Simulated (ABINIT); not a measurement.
The system is Te.

```
CELL_PARAMETERS angstrom
4.45400 0.00000 0.00000
-2.22700 3.85728 0.00000
0.00000 0.00000 5.92400
ATOMIC_POSITIONS crystal
Te 0.73100 0.73100 0.00000
Te 0.00000 0.26900 0.66667
Te 0.26900 0.00000 0.33333
```

Base run:

| Property | Result |
| --- | --- |
| Program | ABINIT 10.8.3 (patched build) |
| Functional | LDA |
| Potentials or basis | PseudoDojo NC SR LDA v0.4.1 standard |
| Cutoff | 952 eV |
| k mesh | 5 × 5 × 4 |
| Occupations | fermi-dirac, width 0.05 eV |
| Spin | no spin polarisation |

Its results: band gap on the k mesh 0.50 eV, indirect (least direct gap 0.72 eV); pressure -2.0 GPa; largest force 0.080 eV/Å.

Task: After a change of settings the same cell gave: band gap on the k mesh 0.51 eV, indirect (least direct gap 0.73 eV); pressure -1.4 GPa; largest force 0.133 eV/Å. Which change was it?
A. functional from LDA to PBE; potentials or basis from PseudoDojo NC SR LDA v0.4.1 standard to PseudoDojo NC SR PBE v0.4.1 standard
B. functional from LDA to PBEsol; potentials or basis from PseudoDojo NC SR LDA v0.4.1 standard to PseudoDojo NC SR PBEsol v0.4.1 standard; cutoff from 952 eV to 925 eV
C. functional from LDA to PBE; potentials or basis from PseudoDojo NC SR LDA v0.4.1 standard to PseudoDojo NC SR PBE v0.4.1 standard; cutoff from 952 eV to 1088 eV

Result: B.

Caveats: spin-orbit coupling is left out, which moves the levels of the heavy elements; an odd mesh through Γ misses points on the zone boundary, where band edges often lie; the cutoff is short for stress, so the pressure is rough (some runs).
